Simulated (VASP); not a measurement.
Here is a VASP 6.6.1 calculation.

File INCAR:

```
SYSTEM = Fe
  ALGO = Normal
  AMIX = 0.2
  AMIX_MAG = 0.8
  BMIX = 1E-4
  BMIX_MAG = 1E-4
  DIPOL = 0.5 0.5 0.500
  EDIFF = 1E-6
  EDIFFG = -0.02
  ENCUT = 520
  GGA = PE
  IBRION = 2
  IDIPOL = 3
  ISIF = 2
  ISMEAR = 1
  ISPIN = 2
  KPAR = 2
  LASPH = .True.
  LCHARG = .False.
  LDIPOL = .True.
  LMAXMIX = 4
  LORBIT = 11
  LREAL = .False.
  LWAVE = .False.
  MAGMOM = 2.4 2.4 2.4 2.4
  NELM = 150
  NSW = 80
  PREC = Accurate
  SIGMA = 0.1
```

KPOINTS

```
k-points
0
Gamma
  14 14 1
  0 0 0
```

File POSCAR:

```
Fe
1.0
    2.8292640000      0.0000000000      0.0000000000
    0.0000000000      2.8292640000      0.0000000000
    0.0000000000      0.0000000000     19.2438960000
Fe
4
Direct
    0.5000000000      0.5000000000      0.3897339700
    0.0000000000      0.0000000000      0.4632446600
    0.5000000000      0.5000000000      0.5367553400
    0.0000000000      0.0000000000      0.6102660300
```

Potentials or basis: VASP PAW PBE potentials, release 64 (Fe).

Command:

```bash
$ cat potpaw_PBE.64/Fe/POTCAR > POTCAR
$ mpirun -np 2 vasp_std > vasp.out
```

Question: Predict the net moment.

Answer: 10.99 μB per cell.

Question: What does it give for the energy gained by relaxing?

Answer: 6.0 meV/atom.

Question: Predict the site moments.

Answer: Fe +2.94, +2.43 μB.

Question: What does it give for the band gap on the k mesh?

Answer: None (metal or under the smearing width).

Step by step:
| step | energy change (eV) | largest force (eV/Å) | pressure (GPa) |
| --- | --- | --- | --- |
| 1 | 0.0000 | 0.5406 | -0.89 |
| 2 | -0.0195 | 0.2058 | -0.92 |
| 3 | -0.0229 | 0.0530 | -0.98 |
| 4 | -0.0229 | 0.0532 | -0.98 |
| 5 | -0.0232 | 0.0474 | -1.02 |
| 6 | -0.0238 | 0.0265 | -1.15 |
| 7 | -0.0240 | 0.0145 | -1.38 |
